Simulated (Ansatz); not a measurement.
Sr in several cubic structure types, each at its own equilibrium volume.

The calculation used PBE, plane waves, PAW datasets (generated soft set 1) (Ansatz 0.2.0 development build).

Settings: cutoff 420 eV; no spin polarisation; Fermi–Dirac smearing of 0.0612 eV; k-meshes 32³ (bcc), 20³ (diamond), 31³ (fcc), 28³ (simple cubic).

Question: Rank the structures by energy per atom, lowest first.
A. fcc
B. bcc
C. diamond
D. simple cubic

Answer: A (0.0 meV/atom), B (7.0 meV/atom), D (387 meV/atom), C (954 meV/atom).

Question: Give the equilibrium volume and bulk modulus of each.

Answer: 
```json
{"structure": "bcc", "V₀ (Å³/atom)": "54.00", "B₀ (GPa)": "11.5"}
{"structure": "diamond", "V₀ (Å³/atom)": "111.85", "B₀ (GPa)": "2.7"}
{"structure": "fcc", "V₀ (Å³/atom)": "54.88", "B₀ (GPa)": "11.7"}
{"structure": "simple cubic", "V₀ (Å³/atom)": "57.12", "B₀ (GPa)": "7.1"}
```

Only these cubic types are compared here; the real ground state can be another structure or magnetic.

Model structures, not the usual forms at ambient conditions (metastable or hypothetical): Sr (bcc type), Sr (diamond type), Sr (simple cubic type).
